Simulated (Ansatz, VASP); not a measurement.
## One calculation of LiF, two programs

```
Li F
1.0
     2.51626    0.00000    0.00000
     0.00000    2.51626    0.00000
     0.00000    0.00000    2.51626
Li F
1 1
Direct
  0.00000 0.00000 0.00000
  0.50000 0.50000 0.50000
```

Alike in both runs: task single point; functional PBEsol; k mesh 8 × 8 × 8; no spin polarisation.

```csv
,VASP,Ansatz
version,VASP 6.6.1,Ansatz 0.2.0
potentials or method,"VASP PAW PBE potentials, release 64 (Li_sv, F)",plane waves
plane-wave cutoff (eV),520,420
occupations,"gaussian, width 0.01 eV",fixed
valence electrons in the cell,10,10
```

|  | VASP | Ansatz | Ansatz less VASP |
| --- | --- | --- | --- |
| gap on the k mesh at the Fermi level (eV) | 7.81 | 7.80 | -0.014 |

 A k mesh can miss the band edges. PBEsol gaps usually lie below the measured ones, often by a third to a half.
